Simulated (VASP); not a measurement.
# CdS: single point with PBE

Crystal: CdS.

```xyz
2
Lattice="0.0000 2.9165 2.9165 2.9165 0.0000 2.9165 2.9165 2.9165 0.0000" Properties=species:S:1:pos:R:3 pbc="T T T"
Cd    0.0000    0.0000    0.0000
S     1.4583    1.4583    1.4583
```

* Program: VASP 6.6.1
* Task: single point
* Functional: PBE
* Potentials or basis: VASP PAW PBE potentials, release 64 (Cd, S)
* Cutoff: 450 eV
* k mesh: 8 × 8 × 8
* Occupations: gaussian, width 0.02 eV
* Spin: no spin polarisation
* Further INCAR settings: ALGO = Fast; EDIFF = 1e-07; NBANDS = 16

| Property | Result |
| --- | --- |
| Pressure | 3.1 GPa |
| Band gap on the k mesh | 1.15 eV, direct |

Levels at points of the mesh, in eV from the valence-band top:
```
           k point  band 5  band 6  band 7  band 8  band 9  band 10  band 11  band 12  band 13  band 14
(0.00, 0.00, 0.00)   -7.25   -7.25    0.00    0.00    0.00     1.15     6.55     6.55     6.55    11.44
(0.50, 0.00, 0.00)   -7.21   -6.87   -4.40   -0.75   -0.75     3.02     7.01     7.01     7.48    11.09
(0.50, 0.50, 0.00)   -7.16   -6.80   -3.95   -1.88   -1.88     3.55     4.35     9.23    10.78    10.78
```

It took 12 s on 1 thread of Intel(R) Xeon(R) Platinum 8559C (Emerald Rapids), with other jobs on the host, peak memory 0.16 GiB.

A hybrid or GW would open this gap; PBE tends to underestimate it.
